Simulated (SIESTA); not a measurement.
Runs of SIESTA 5.4.2 on AlN. Symmetry: P6_3mc, No. 186, hexagonal system. Conventional cell: a = 3.113 Å, b = 3.113 Å, c = 4.981 Å, α = 90.00°, β = 90.00°, γ = 120.00°. Al (site symmetry 3m) is surrounded by 4 N at 1.89 Å. N (site symmetry 3m) has 4 Al at 1.89 Å as nearest neighbours. 

```tsv
level	potentials or basis	gap on the mesh (eV)	pressure (GPa)	largest force (eV/Å)
LDA	PseudoDojo 0.4 standard (LDA files), DZP (energy shift 0.003 Ry)	4.42	-3.8	(a)
RPBE	PseudoDojo 0.4 standard (PBE files), DZP (energy shift 0.003 Ry)	4.39	6.0	0.13
PBEsol	PseudoDojo 0.4 standard (PBEsol files), DZP (energy shift 0.003 Ry)	4.28	1.9	0.14
PW91	PseudoDojo 0.4 standard (PBE files), DZP (energy shift 0.003 Ry)	4.37	5.2	0.13
PBE	PseudoDojo 0.4 standard (PBE files), DZP (energy shift 0.003 Ry)	4.34	5.1	0.13
WC	PseudoDojo 0.4 standard (PBEsol files), DZP (energy shift 0.003 Ry)	4.29	2.1	0.14
AM05	PseudoDojo 0.4 standard (PBEsol files), DZP (energy shift 0.003 Ry)	4.29	1.7	0.14
revPBE	PseudoDojo 0.4 standard (PBE files), DZP (energy shift 0.003 Ry)	4.37	(b)	0.13
```

Alike in all rows: task band structure; no spin polarisation; cell as given; k mesh 10 × 10 × 6; smearing fermi-dirac 0.05 eV; grid cutoff 800 Ry; energy shift 0.003 Ry.

Question: Estimate the missing entries.

Answer: (a) 0.12; (b) 5.8.

Caveats: the basis of atomic orbitals isn't converged, which shifts pressures, moduli and gaps; the potentials were made for another functional, which shifts forces and pressure (some runs).

